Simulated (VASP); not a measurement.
Crystal: MgTe.

```
Te Mg
1.0
     0.00000    3.23200    3.23200
     3.23200    0.00000    3.23200
     3.23200    3.23200    0.00000
Te Mg
1 1
Direct
  0.25000 0.25000 0.25000
  0.00000 0.00000 0.00000
```

The cell comes from a database or a generator and needn't be the stable form of this composition.

```yaml
Program: VASP 6.6.1
Task: single point
Functional: PBE
Potentials_or_basis: VASP PAW PBE potentials, release 64 (Te, Mg)
Cutoff: 520 eV
k_mesh: 7 × 7 × 7
Occupations: fermi-dirac, width 0.05 eV
Spin: no spin polarisation
```

On this cell: pressure 0.7 GPa; largest force zero by symmetry; band gap on the k mesh 2.41 eV, direct.

The same run follows on a disturbed copy (atoms moved at random, drawn with an rms of 0.05 Å):

```xyz
2
Lattice="0.0000 3.2320 3.2320 3.2320 0.0000 3.2320 3.2320 3.2320 0.0000" Properties=species:S:1:pos:R:3 pbc="T T T"
Te    1.5669    1.6006    1.6141
Mg   -0.0475    0.0194   -0.0146
```

What changes?

The energy moves by +1.5 meV/atom; pressure 0.7 GPa; largest force 0.157 eV/Å; band gap on the k mesh 2.37 eV, direct.

Forces on the atoms (eV/Å):
```
Te   0.001  0.147 -0.054
Mg  -0.001 -0.147  0.054
```

Stress tensor (GPa, compression positive):
```
 0.75 -0.16  0.43
-0.16  0.73  0.01
 0.43  0.01  0.75
```

Caveats: spin-orbit coupling is left out, which moves the levels of the heavy elements.

